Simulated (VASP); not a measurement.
A run of VASP 6.6.1:

Contents of INCAR:

```
SYSTEM = S
ALGO     = Fast           ! electronic algorithm
EDIFF    = 1E-7           ! SCF threshold, eV
EDIFFG   = -0.005         ! ionic threshold
ENCUT    = 600            ! plane-wave cutoff, eV
IBRION   = 2              ! ionic algorithm
ISIF     = 3              ! what is computed and relaxed
ISMEAR   = 0              ! smearing method
LASPH    = .TRUE.         ! aspherical terms in the spheres
LCHARG   = .FALSE.        ! write CHGCAR
LREAL    = .FALSE.        ! projectors in reciprocal space
LWAVE    = .FALSE.        ! write WAVECAR
NELM     = 80             ! most SCF steps
NSW      = 90             ! ionic steps
PREC     = Accurate       ! precision mode
SIGMA    = 0.02           ! smearing width, eV
```

KPOINTS

```
k-points
0
G
  6 6 6
  0 0 0
```

POSCAR

```
S
1.0
    7.8483716200      0.0000000000      0.0000000000
   -3.9241858100      6.7968892000      0.0000000000
    0.0000000000      0.0000000000      4.3718472700
S
9
Direct
    0.1074698100      0.1074698100      0.5000000000
    0.4497097800      0.6897898700      0.7335943500
    0.6897898700      0.4497097800      0.2664056500
    0.8925301900      0.0000000000      0.1666666700
    0.2400800900      0.5502902200      0.0669276800
    0.3102101300      0.7599199100      0.4002610200
    0.5502902200      0.2400800900      0.9330723200
    0.7599199100      0.3102101300      0.5997389800
    0.0000000000      0.8925301900      0.8333333300
```

Potentials or basis: VASP PAW LDA potentials, release 64 (S).

The run is started by

```bash
$ cat potpaw_LDA.64/S/POTCAR > POTCAR
$ mpirun -np 1 vasp_std > vasp.out
```

Hardware: 1 thread of Intel(R) Xeon(R) 6975P-C (Granite Rapids), on a shared host.

Problem. Estimate the wall time of this run.

Solution. Wall time 46 min on 1 thread of Intel(R) Xeon(R) 6975P-C (Granite Rapids), on a shared host, peak memory 0.44 GiB. Counts: scf iterations 297, k points 34, ion steps 34.
